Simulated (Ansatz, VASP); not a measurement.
## Hg in VASP and in Ansatz

The input INCAR:

```
PREC     = Accurate       # precision mode
ENCUT    = 600            # plane-wave cutoff, eV
EDIFF    = 1E-7           # SCF threshold, eV
ISMEAR   = 0              # smearing method
SIGMA    = 0.1            # smearing width, eV
LREAL    = False          # projectors in reciprocal space
LASPH    = True           # aspherical terms in the spheres
NELM     = 100            # most SCF steps
ALGO     = Normal         # electronic algorithm
ISIF     = 3              # what is computed and relaxed
LWAVE    = False          # write WAVECAR
LCHARG   = False          # write CHGCAR
GGA      = PE             # functional
IBRION   = 2              # ionic algorithm
NSW      = 100            # ionic steps
EDIFFG   = -0.01          # ionic threshold
```

The input KPOINTS:

```
regular mesh
0
Gamma
  15 15 4
```

File POSCAR:

```
Hg
1.0
    3.4419409895      0.0000000000      0.0000000000
   -1.7209704948      2.9808083353      0.0000000000
    0.0000000000      0.0000000000     11.0623313100
Hg
4
Direct
    0.0000000000      0.0000000000      0.0000000000
    0.3333333300      0.6666666700      0.2500000000
    0.0000000000      0.0000000000      0.5000000000
    0.6666666700      0.3333333300      0.7500000000
```

Input for Ansatz:

```yaml
crystal:
  lattice:
    - [3.4419409895, 0.0, 0.0]
    - [-1.7209704948, 2.9808083353, 0.0]
    - [0.0, 0.0, 11.06233131]
  atoms:
    - { symbol: Hg, position: [0.0, 0.0, 0.0] }
    - { symbol: Hg, position: [0.33333333, 0.66666667, 0.25] }
    - { symbol: Hg, position: [0.0, 0.0, 0.5] }
    - { symbol: Hg, position: [0.66666667, 0.33333333, 0.75] }
basis:
  ecutwfc: 420
kpoints:
  mp_grid: { grid: [15, 15, 4] }
hamiltonian:
  xc: pbe
scf:
  occupations: { method: gaussian, width: 0.1 }
output:
  forces: true
  stress: true
  eigenvalues: true
relax:
  adjacent_minimum: "off"
  f_tol: 0.01
  max_steps: 80
  cell: { stress_tol: 0.05 }
```

Alike in both runs: task relaxation of cell and atoms; functional PBE; k mesh 15 × 15 × 4; occupations gaussian, width 0.1 eV; no spin polarisation.

```csv
,VASP,Ansatz
version,VASP 6.6.1,Ansatz 0.2.0
potentials or method,"VASP PAW PBE potentials, release 64 (Hg)","scalar-relativistic, plane waves, PAW"
plane-wave cutoff (eV),600,420
valence electrons in the cell,48,80
```

```csv
,VASP,Ansatz,Ansatz less VASP
"gap on the k mesh at the Fermi level, each at its own relaxed structure (eV)",0.30,0.26,-0.044
relaxed volume (Å³/atom),31.61,31.37,-0.241
relaxed cell length with the largest relative difference (Å),11.291,11.244,-0.0468
energy change over the relaxation (meV/atom),-9,-7,+2.0
```

The two sets of potentials don't hold the same shells in valence.

Caveats: spin-orbit coupling is left out, which moves the levels of the heavy elements; an odd mesh through Γ misses points on the zone boundary, where band edges often lie.
